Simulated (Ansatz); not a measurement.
## Dielectric response of BaS (110) films

Aim: the electronic and static ε of rocksalt BaS (110) from films of several thicknesses in a field.

Main program and level: Ansatz 0.2.0; plane-wave DFT, PBEsol, Ansatz PAW (set soft_1); PAW set soft_1, in the first sound run; inputs show where later runs differ.

## (1) The starting structure

The cell holds 10 atoms: 5 Ba and 5 S. Cell: a = 4.518 Å, b = 6.390 Å, c = 27.037 Å, α = 90.0°, β = 90.0°, γ = 90.0°. It derives from BaS (rocksalt BaS). Vacuum lies along c.

## (2) Relaxing the film, 10 atoms, units 5

The structure is relaxed first, because levels and dipoles at a surface follow the positions of the outer atoms.

input.yaml reads:

```yaml
crystal:
  lattice:
    - [4.51841233, 0.0, 0.0]
    - [0.0, 6.39, 0.0]
    - [0.0, 0.0, 27.0368246636]
  atoms:
    - { symbol: Ba, position: [0.5, 0.5, 0.3328793271] }
    - { symbol: S, position: [0.5, 0.0, 0.3328793271] }
    - { symbol: Ba, position: [0.0, 0.0, 0.4164396635] }
    - { symbol: S, position: [0.0, 0.5, 0.4164396635] }
    - { symbol: Ba, position: [0.5, 0.5, 0.5] }
    - { symbol: S, position: [0.5, 0.0, 0.5] }
    - { symbol: Ba, position: [0.0, 0.0, 0.5835603365] }
    - { symbol: S, position: [0.0, 0.5, 0.5835603365] }
    - { symbol: Ba, position: [0.5, 0.5, 0.6671206729] }
    - { symbol: S, position: [0.5, 0.0, 0.6671206729] }
kpoints:
  mp_grid: { grid: [6, 4, 1] }
hamiltonian:
  xc: pbesol
  pseudopotentials: { kind: paw, azcp: { folder: soft_1 }, xc_functional: pbe }
scf:
  occupations: { method: fixed }
  convergence: { dr2_threshold: 1.0e-09 }
efield:
  axis: 3
  dipole_correction: true
  ramp_position: 0.97
  ramp_width: 0.06
relax:
  f_tol: 0.003
  max_steps: 100
output:
  write_potential: true
  write_density: true
  volumetric_format: npy
```

Command:

```bash
$ ansatz run input.yaml --threads 4 --pin off --max-ram 8192MiB --backend cpu --events-out ev --progress --plain --runs-dir out
```

Numbers of over 12 decimals in the logs are rounded to 6 here.

The program printed:

```text
Engine: ansatz 0.2.0, aarch64-unknown-linux-gnu
Pseudopotentials: kind: paw
Pseudopotential: Ba, paw, valence charge 10, recommended cutoff 420 eV (normal), soft_1/Ba.paw.azcp
Pseudopotential: S, paw, valence charge 6, recommended cutoff 420 eV (normal), soft_1/S.paw.azcp
Functional definition: PBEsol
  exchange = pbesol_x
  correlation = pbesol_c
Crystal: 10 atoms, lattice volume = 780.625 Å³
Basis set: ecut = 420 eV, 15261 PW (Γ), exchange–correlation on 64×90×384 points (8 copies of the dense FFT grid, shifted against one another)
Bands: 50, of which v1, the nominal top of the filled ones, is band 40 counted from 1 (39 counted from 0)
Symmetry: 4 space group operations
k-points: 12 of 24
Non-local potential: Ba, projectors of the file, l = 0: 3, l = 1: 2, l = 2: 2, l = 3: 2
Non-local potential: S, projectors of the file, l = 0: 2, l = 1: 2, l = 2: 1
PAW form: soft (Blöchl's): semilocal exchange-correlation on the pseudo side does not see the compensation charge
PAW frozen core: Ba, regenerated for the run's functional, and the local potential with it (the file was generated under x = pbe(κ = 0.804, μ = 0.219515), c = pbe(β = 0.066725))
PAW frozen core: S, regenerated for the run's functional, and the local potential with it (the file was generated under x = pbe(κ = 0.804, μ = 0.219515), c = pbe(β = 0.066725))
PAW one-centre angular grid: Ba, 194 points (default); XC on 64 Gauss nodes
PAW one-centre angular grid: S, 110 points (default); XC on 64 Gauss nodes
Initial density: superposition of atomic densities (neutral atoms: chi_scale 0, normalization atom)
Initial wavefunctions: pseudopotential atomic-orbital guess
Functional: x = pbesol(κ = 0.804, μ = 0.123457), c = pbesol(β = 0.046)
SCF iter   1: F=—  HF=-33761.214383 eV  |F-HF|=—  |Δ(HF+E_count)|=         —  Δρ=2.25e-2  dr2=1.43e1  ethr=3.10e-3  p=0.000 e·Å  D=5.48e-14 V/Å  ΔV_dip=-0.00 eV  dr2_dipole=7.34e-9  V_vac-E_F(+/−)=8.69/8.69 eV  ⟨swp⟩=7.7  Hψ=3008  notcnv=0  defer=89
efield: sawtooth ramp at fractional position 0.9700 (set: `efield.ramp_position`, or a place that a band, a saddle search or an elastic batch's reference lends), width 0.0600; the density the first Hamiltonian is built on has a dipole p = 0.000 e·Å; the dipole correction subtracts the counter field D = 5.48e-14 V/Å, which shifts the + side's vacuum level by -0.00 eV against the − side's; the planar-averaged density in the ramp window peaks in size at 2.4e-8 e/Å³
preconditioner: auto → Resta (q_TF=auto, 1.866 Å⁻¹)  ε∞=2.0  [insulator: Δε(μ)=2.706 eV  Ē_g=11.382 eV  n_scr=92 (ndim 8)  ℏωp=11.1 eV  f_vac=0.483  ε∞_Penn≈2.0  vacuum switching on, ρ_ref=9.4e-3 e/Å³]
SCF iter   2: F=—  HF=-33756.904993 eV  |F-HF|=—  |Δ(HF+E_count)|=    4.31e0  Δρ=9.26e-3  dr2=1.04e0  ethr=3.10e-3  p=0.000 e·Å  D=1.15e-5 V/Å  ΔV_dip=-0.00 eV  dr2_dipole=6.26e-9  V_vac-E_F(+/−)=5.03/5.03 eV  ⟨swp⟩=4.9  Hψ=1476  notcnv=0  defer=90  κ⁻¹=1.0e0(r=1)
SCF iter   3: F=—  HF=-33756.780801 eV  |F-HF|=—  |Δ(HF+E_count)|=   1.24e-1  Δρ=4.78e-3  dr2=2.81e-1  ethr=1.30e-3  p=-0.000 e·Å  D=-3.55e-6 V/Å  ΔV_dip=0.00 eV  dr2_dipole=1.99e-9  V_vac-E_F(+/−)=4.32/4.32 eV  ⟨swp⟩=2.3  Hψ=701  notcnv=0  defer=90
density mixer auto → msr1: gapped (density of states about μ 0.07 of a free-electron gas's, 92 screened modes)
SCF iter   4: F=—  HF=-33756.805896 eV  |F-HF|=—  |Δ(HF+E_count)|=   2.51e-2  Δρ=9.70e-4  dr2=1.14e-2  ethr=3.51e-4  p=0.000 e·Å  D=1.21e-5 V/Å  ΔV_dip=-0.00 eV  dr2_dipole=5.75e-9  V_vac-E_F(+/−)=3.63/3.63 eV  ⟨swp⟩=3.8  Hψ=1064  notcnv=0  defer=95
SCF iter   5: F=—  HF=-33756.812238 eV  |F-HF|=—  |Δ(HF+E_count)|=   6.34e-3  Δρ=4.19e-4  dr2=5.25e-3  ethr=1.43e-5  p=-0.000 e·Å  D=-2.30e-5 V/Å  ΔV_dip=0.00 eV  dr2_dipole=3.21e-8  V_vac-E_F(+/−)=3.61/3.61 eV  ⟨swp⟩=4.3  Hψ=1192  notcnv=0  defer=96
SCF iter   6: F=—  HF=-33756.811555 eV  |F-HF|=—  |Δ(HF+E_count)|=   6.83e-4  Δρ=1.54e-4  dr2=2.64e-4  ethr=6.56e-6  p=0.000 e·Å  D=2.36e-6 V/Å  ΔV_dip=-0.00 eV  dr2_dipole=4.53e-10  V_vac-E_F(+/−)=3.61/3.61 eV  ⟨swp⟩=3.4  Hψ=862  notcnv=0  defer=96
SCF iter   7: F=—  HF=-33756.811788 eV  |F-HF|=—  |Δ(HF+E_count)|=   2.32e-4  Δρ=9.19e-5  dr2=1.31e-4  ethr=3.30e-7  p=-0.000 e·Å  D=-1.34e-6 V/Å  ΔV_dip=0.00 eV  dr2_dipole=2.89e-10  V_vac-E_F(+/−)=3.61/3.61 eV  ⟨swp⟩=2.3  Hψ=1063  notcnv=0  defer=96
SCF iter   8: F=—  HF=-33756.811776 eV  |F-HF|=—  |Δ(HF+E_count)|=   1.12e-5  Δρ=2.52e-5  dr2=8.48e-6  ethr=1.64e-7  p=0.000 e·Å  D=1.90e-6 V/Å  ΔV_dip=-0.00 eV  dr2_dipole=2.73e-10  V_vac-E_F(+/−)=3.61/3.61 eV  ⟨swp⟩=2.0  Hψ=784  notcnv=0  defer=95
SCF iter   9: F=—  HF=-33756.811778 eV  |F-HF|=—  |Δ(HF+E_count)|=   1.25e-6  Δρ=5.81e-6  dr2=5.41e-7  ethr=1.06e-8  p=-0.000 e·Å  D=-3.99e-6 V/Å  ΔV_dip=0.00 eV  dr2_dipole=1.21e-9  V_vac-E_F(+/−)=3.61/3.61 eV  ⟨swp⟩=2.0  Hψ=828  notcnv=0  defer=87
SCF iter  10: F=—  HF=-33756.811935 eV  |F-HF|=—  |Δ(HF+E_count)|=   1.57e-4  Δρ=1.76e-6  dr2=3.97e-8  ethr=6.76e-10  p=0.000 e·Å  D=1.82e-6 V/Å  ΔV_dip=-0.00 eV  dr2_dipole=2.28e-10  V_vac-E_F(+/−)=3.61/3.61 eV  ⟨swp⟩=2.0  Hψ=884  notcnv=0  defer=78
SCF iter  11: F=—  HF=-33756.811935 eV  |F-HF|=—  |Δ(HF+E_count)|=   1.50e-8  Δρ=6.07e-7  dr2=5.87e-9  ethr=4.97e-11  p=-0.000 e·Å  D=-2.61e-6 V/Å  ΔV_dip=0.00 eV  dr2_dipole=4.97e-10  V_vac-E_F(+/−)=3.61/3.61 eV  ⟨swp⟩=2.5  Hψ=1098  notcnv=0  defer=78
SCF iter  12: F=-33756.811935 eV  HF=-33756.811935 eV  |F-HF|=2.55e-10  |Δ(HF+E_count)|=  3.13e-10  Δρ=1.78e-7  dr2=6.21e-10  ethr=1.25e-12  p=0.000 e·Å  D=1.57e-6 V/Å  ΔV_dip=-0.00 eV  dr2_dipole=1.82e-10  V_vac-E_F(+/−)=3.61/3.61 eV  ⟨swp⟩=9.3  Hψ=3776  notcnv=0
SCF 1 converged in 12 iterations: F = -33756.811935 eV  dr2 = 6.21e-10
  greatest PAW one-centre occupation: 0.956 electrons in one spin orbital (limit 2), on the Ba atom at site 2 (counted from 0), in its partial waves of l = 0
relax step   1: F+E_penalty+E_count = -33756.81193473 eV  Δ(F+E_penalty+E_count) = +0.000e0 eV  max|allowed force component| = 6.655e-1 eV/Å  Δτ_max = 0.0000 Å  (12 SCF iters, accepted)
Initial density: handed on by an earlier stage of this run
Initial wavefunctions: those handed on with the density
iter 1 solved again at ethr=2.30e-4 eV; its pass at ethr=3.10e-3 eV (dr2=1.84e-1 eV) is discarded
SCF iter   1: F=—  HF=-33757.069948 eV  |F-HF|=—  |Δ(HF+E_count)|=         —  Δρ=3.10e-3  dr2=1.94e-1  ethr=2.30e-4  p=0.000 e·Å  D=1.57e-6 V/Å  ΔV_dip=-0.00 eV  dr2_dipole=1.35e-9  V_vac-E_F(+/−)=3.75/3.75 eV  ⟨swp⟩=1.6  Hψ=2282  notcnv=0  defer=86
[...]
SCF iter   9: F=-33757.075295 eV  HF=-33757.075295 eV  |F-HF|=8.15e-10  |Δ(HF+E_count)|=   6.28e-9  Δρ=3.03e-7  dr2=8.20e-10  ethr=1.25e-12  p=0.000 e·Å  D=9.60e-7 V/Å  ΔV_dip=-0.00 eV  dr2_dipole=1.21e-11  V_vac-E_F(+/−)=3.74/3.74 eV  ⟨swp⟩=6.8  Hψ=3887  notcnv=0
SCF 3 converged in 9 iterations: F = -33757.075295 eV  dr2 = 8.20e-10
relax step   3: F+E_penalty+E_count = -33757.07529459 eV  Δ(F+E_penalty+E_count) = -2.023e-2 eV  max|allowed force component| = 5.593e-2 eV/Å  Δτ_max = 0.1203 Å  (9 SCF iters, accepted)
[...]
relax step   4: F+E_penalty+E_count = -33757.07709269 eV  Δ(F+E_penalty+E_count) = -1.798e-3 eV  max|allowed force component| = 5.074e-3 eV/Å  Δτ_max = 0.0274 Å  (8 SCF iters, accepted)
SCF iter   1: F=—  HF=-33757.076954 eV  |F-HF|=—  |Δ(HF+E_count)|=         —  Δρ=2.46e-5  dr2=7.23e-6  ethr=3.33e-7  p=-0.000 e·Å  D=-2.55e-7 V/Å  ΔV_dip=0.00 eV  dr2_dipole=3.81e-12  V_vac-E_F(+/−)=3.76/3.76 eV  ⟨swp⟩=2.1  Hψ=1002  notcnv=0  defer=96
efield: sawtooth ramp at fractional position 0.9700 (set: `efield.ramp_position`, or a place that a band, a saddle search or an elastic batch's reference lends), width 0.0600; the density the first Hamiltonian is built on has a dipole p = -0.000 e·Å; the dipole correction subtracts the counter field D = -2.55e-7 V/Å, which shifts the + side's vacuum level by +0.00 eV against the − side's; the planar-averaged density in the ramp window peaks in size at 6.6e-8 e/Å³
preconditioner: auto → Resta (q_TF=auto, 1.866 Å⁻¹)  ε∞=2.1  [insulator: Δε(μ)=1.611 eV  Ē_g=10.452 eV  n_scr=92 (ndim 8)  ℏωp=11.1 eV  f_vac=0.546  ε∞_Penn≈2.1  vacuum switching on, ρ_ref=7.9e-3 e/Å³]
SCF iter   2: F=—  HF=-33757.077100 eV  |F-HF|=—  |Δ(HF+E_count)|=   1.46e-4  Δρ=1.29e-5  dr2=1.59e-6  ethr=9.04e-9  p=0.000 e·Å  D=6.46e-8 V/Å  ΔV_dip=-0.00 eV  dr2_dipole=3.51e-13  V_vac-E_F(+/−)=3.76/3.76 eV  ⟨swp⟩=2.6  Hψ=1080  notcnv=0  defer=47  κ⁻¹=1.0e0(r=1)
density mixer auto → broyden: gapped, where msr1 would fit the directions that read negative (density of states about μ 0.08 of a free-electron gas's, 92 screened modes)
SCF iter   3: F=—  HF=-33757.077100 eV  |F-HF|=—  |Δ(HF+E_count)|=   3.11e-7  Δρ=5.74e-6  dr2=3.51e-7  ethr=1.99e-9  p=-0.000 e·Å  D=-6.57e-8 V/Å  ΔV_dip=0.00 eV  dr2_dipole=2.46e-13  V_vac-E_F(+/−)=3.76/3.76 eV  ⟨swp⟩=2.0  Hψ=724  notcnv=0  defer=47  κ⁻¹=2.2e-1(r=2)
SCF iter   4: F=—  HF=-33757.077100 eV  |F-HF|=—  |Δ(HF+E_count)|=   9.45e-8  Δρ=1.52e-6  dr2=2.32e-8  ethr=4.38e-10  p=0.000 e·Å  D=4.19e-9 V/Å  ΔV_dip=-0.00 eV  dr2_dipole=7.16e-18  V_vac-E_F(+/−)=3.76/3.76 eV  ⟨swp⟩=2.9  Hψ=1029  notcnv=0  defer=47  κ⁻¹=2.6e-2(r=3)
SCF iter   5: F=—  HF=-33757.077100 eV  |F-HF|=—  |Δ(HF+E_count)|=   1.80e-8  Δρ=5.58e-7  dr2=2.82e-9  ethr=2.90e-11  p=0.000 e·Å  D=9.24e-9 V/Å  ΔV_dip=-0.00 eV  dr2_dipole=1.31e-14  V_vac-E_F(+/−)=3.76/3.76 eV  ⟨swp⟩=2.0  Hψ=896  notcnv=0  defer=47  κ⁻¹=1.1e-3(r=4)
SCF iter   6: F=-33757.077100 eV  HF=-33757.077100 eV  |F-HF|=4.29e-10  |Δ(HF+E_count)|=   3.37e-9  Δρ=1.61e-7  dr2=2.03e-10  ethr=1.25e-12  p=-0.000 e·Å  D=-1.84e-8 V/Å  ΔV_dip=0.00 eV  dr2_dipole=7.51e-14  V_vac-E_F(+/−)=3.76/3.76 eV  ⟨swp⟩=8.0  Hψ=3610  notcnv=0
SCF 5 converged in 6 iterations: F = -33757.077100 eV  dr2 = 2.03e-10
  greatest PAW one-centre occupation: 0.956 electrons in one spin orbital (limit 2), on the Ba atom at site 6 (counted from 0), in its partial waves of l = 0
relax step   5: F+E_penalty+E_count = -33757.07710048 eV  Δ(F+E_penalty+E_count) = -7.793e-6 eV  max|allowed force component| = 1.107e-3 eV/Å  Δτ_max = 0.0016 Å  (6 SCF iters, accepted)
NSCF: frozen V_eff on 12 k-points
the band table was solved once a step of the walk had ended and its energy, with any forces and stress, was formed, with the checks that follow a solve (3920 applications of the Hamiltonian). They found nothing against the state; the energy, forces and stress were not computed again (output.eigenvalues in the input reference)
WARN: The output density's exchange-correlation potential varies sharply where the density is thin. Do not read a vacuum level from v_tot or v_xc, or from such a field of the output density. On a cell that repeats whose density bears no net charge and no dipole along the vacuum's axis use v_es (v_loc + v_h of the components); under efield.dipole_correction with no amplitude use v_es + v_field, which holds any externa [...]
SCF converged after 6 iterations
Stability not checked: this state was not tested for a lower state beside it, because the mixer in use, unlike msr1, does not test its closes by its own steps (another_mixer; see scf.mixing.algorithm and scf.lower_state_search)
Free energy (F): -33757.077100 eV
Harris-Foulkes:  -33757.077100 eV  (|F-HF|=4.29e-10)
Internal energy: -33757.077100 eV  (E = F + TS)
E sigma→0 (E₀):  -33757.077100 eV
Fermi energy:    0.469080 eV
Dipole field:    D = 0.000000 V/Å  (p = 0.000001 e·Å, saw-weighted, corrected)
Work function:   Φ+ = 3.7636 eV   Φ− = 3.7636 eV
Levels:          The Fermi level and band energies are counted from a zero that moves with the ramp; work functions are not
--- Per-component energies (eV) ---
  E_band       = -734.252724
  E_kinetic    = 1324.105541
  E_local      = -34682.938893  (includes V_loc(G=0)·N_el)
  E_nonlocal   = 644.435862
  E_hartree    = 16649.229023
  E_xc         = -1424.311977
  E_vxc        = -1055.606121  (∫ρ·V_xc dr)
  E_paw        = -28512.523245  (= ΣΔE_a)
  E_vpaw       = -262.707699  (= ΣTr[D̂ρ^β])
  E_aug_tail   = -0.000014  (compensation charges beyond the density's cutoff)
  E_efield     = 0.000000  (sawtooth field / dipole correction)
  E_vefield    = 0.000000  (∫n·V_field dr)
  E_ewald      = 12243.859670
  E_core_change = 1.066935  (= ΣΔE_core)
  E_smearing   = -0.000000  (= −TS)
  E_closure    = -0.000000  (closes the sum)
  Σ components = -33757.077100   (vs F -33757.077100, Δ=0.00e0)
--- Forces (eV/Å), atoms counted from 1 ---
  atom   1  Ba     0.00000000     0.00000000    -0.00089230
  atom   2  S      0.00000000     0.00000000     0.00088373
  atom   3  Ba     0.00000000     0.00000000    -0.00110664
  atom   4  S      0.00000000     0.00000000     0.00044693
  atom   5  Ba     0.00000000     0.00000000    -0.00000092
  atom   6  S      0.00000000     0.00000000     0.00000022
  atom   7  Ba     0.00000000     0.00000000     0.00110638
  atom   8  S      0.00000000     0.00000000    -0.00044749
  atom   9  Ba     0.00000000     0.00000000     0.00089382
  atom  10  S      0.00000000     0.00000000    -0.00088401
  max |Σ_I F_I| component: 2.71e-7 eV/Å
--- Band table (eV; the first three rows and the last of 12) ---
  k-point 0: bands = [... 36 lower, 0.0839, 0.2107, 0.2530, 0.4691, 2.0804, 2.6103, 2.8866, 3.1698, ... 6 higher]
  k-point 1: bands = [... 36 lower, -0.2742, 0.1529, 0.1964, 0.4059, 2.1596, 2.7972, 3.0075, 3.2105, ... 6 higher]
  k-point 2: bands = [... 36 lower, -0.3210, 0.0989, 0.1411, 0.3485, 2.2593, 2.9703, 3.1410, 3.2663, ... 6 higher]
  k-point 11: bands = [... 36 lower, -0.3141, -0.1066, 0.0403, 0.0752, 3.5309, 3.5560, 3.9134, 3.9227, ... 6 higher]
--- Relaxed structure (5 steps of the walk, 5 accepted, 0 SCFs on fresh bases) ---
  F+E_penalty+E_count = -33757.07710048 eV   max|allowed force component| = 1.107e-3 eV/Å
  atoms:
    - { symbol: Ba, position: [0.5, 0.5, 0.340572] }
    - { symbol: S, position: [0.5, 0.0, 0.340177] }
    - { symbol: Ba, position: [0.0, 0.0, 0.415472] }
    - { symbol: S, position: [0.0, 0.5, 0.415267] }
    - { symbol: Ba, position: [0.5, 0.5, 0.500000] }
    - { symbol: S, position: [0.5, 0.0, 0.500000] }
    - { symbol: Ba, position: [0.0, 0.0, 0.584528] }
    - { symbol: S, position: [0.0, 0.5, 0.584733] }
    - { symbol: Ba, position: [0.5, 0.5, 0.659428] }
    - { symbol: S, position: [0.5, 0.0, 0.659823] }
```

It took 55 s on 4 threads of Arm Neoverse V1, shared host; peak memory 1.3 GiB.

Relaxation path:

```
step  energy less that of the first step (eV)  largest force component (eV/Å)
   1                                   0.0000                          0.6655
   2                                  -0.2431                          0.2273
   3                                  -0.2634                          0.0559
   4                                  -0.2652                          0.0051
   5                                  -0.2652                          0.0011
```

The run keeps the 4 symmetry operations that it works with, so distortions that break them were not tested.

The atoms that moved most (Å):

```
atom     dx     dy      dz  length
 Ba9  0.000  0.000  -0.208   0.208
 Ba1  0.000  0.000   0.208   0.208
 S10  0.000  0.000  -0.197   0.197
  S2  0.000  0.000   0.197   0.197
  S8  0.000  0.000   0.032   0.032
  S4  0.000  0.000  -0.032   0.032
 Ba7  0.000  0.000   0.026   0.026
 Ba3  0.000  0.000  -0.026   0.026
```

Final coordinates:

```cif
data_structure
_symmetry_space_group_name_H-M 'P 1'
_symmetry_Int_Tables_number 1
_cell_length_a 4.5184
_cell_length_b 6.3900
_cell_length_c 27.0368
_cell_angle_alpha 90.000
_cell_angle_beta 90.000
_cell_angle_gamma 90.000
_cell_volume 780.62
loop_
_atom_site_label
_atom_site_type_symbol
_atom_site_fract_x
_atom_site_fract_y
_atom_site_fract_z
_atom_site_occupancy
Ba1 Ba 0.50000 0.50000 0.34057 1
S2 S 0.50000 0.00000 0.34018 1
Ba3 Ba 0.00000 0.00000 0.41547 1
S4 S 0.00000 0.50000 0.41527 1
Ba5 Ba 0.50000 0.50000 0.50000 1
S6 S 0.50000 0.00000 0.50000 1
Ba7 Ba 0.00000 0.00000 0.58453 1
S8 S 0.00000 0.50000 0.58473 1
Ba9 Ba 0.50000 0.50000 0.65943 1
S10 S 0.50000 0.00000 0.65982 1
```

Numbers from this step:

* gap on the k-mesh: 1.611 eV
* dipole along the normal: 7.26e-7 e·Å
* ionisation energy, upper face: 3.764 eV
* electron affinity, upper face: 2.153 eV

Running mean over 2.259 Å of the planar mean; the ramp of the sawtooth is left out. Electron's electrostatic potential energy less the highest filled level against z:

z (Å), electron's electrostatic potential energy less the highest filled level (eV) and a bar from the least value:
```
      3.5       3.76 ##############################
      4.0       3.76 ##############################
      4.5       3.76 ##############################
      5.0       3.76 ##############################
      5.5       3.76 ##############################
      6.0       3.74 ##############################
      6.5       3.68 ##############################
      7.0       3.47 #############################
      7.5       2.63 ##########################
      8.0       0.67 ##################
      8.5      -1.49 ##########
      9.0      -2.72 #####
      9.5      -3.37 ##
     10.0      -3.93 
     10.5      -3.88 
     11.0      -3.34 ##
     11.5      -3.02 ####
     12.0      -2.91 ####
     12.5      -2.90 ####
     13.0      -2.97 ####
     13.5      -3.02 ####
     14.0      -2.97 ####
     14.5      -2.90 ####
     15.0      -2.90 ####
     15.5      -3.01 ####
     16.0      -3.31 ##
     16.5      -3.86 
     17.0      -3.94 
     17.5      -3.42 ##
     18.0      -2.77 #####
     18.5      -1.62 #########
     19.0       0.50 #################
     19.5       2.51 #########################
     20.0       3.44 #############################
     20.5       3.67 ##############################
     21.0       3.74 ##############################
     21.5       3.76 ##############################
     22.0       3.76 ##############################
     22.5       3.76 ##############################
     23.0       3.76 ##############################
     23.5       3.76 ##############################
```

The relaxation took 5 steps and lowered the energy by 0.27 eV; the largest force on the free atoms ends at 0.0011 eV/Å.

The gap is 1.61 eV, with the valence edge 3.76 eV and the conduction edge 2.15 eV under the upper vacuum level.

[end of part 1 of 5]

[Logs are printed without paths, hosts, clocks, repeated set-up lines and the standing remarks that a program may print on its own settings, such as how far it seeks lower states.]

[Hosts, paths, dates, database ids (printed as entryN), source tags and the programs' standing remarks are cut or masked in the printed files.]

[Maps of the electrostatic potential energy from Ansatz leave out the sawtooth potential of an applied field or a dipole correction, so their vacuum need not be flat; planar profiles and work functions include it.]
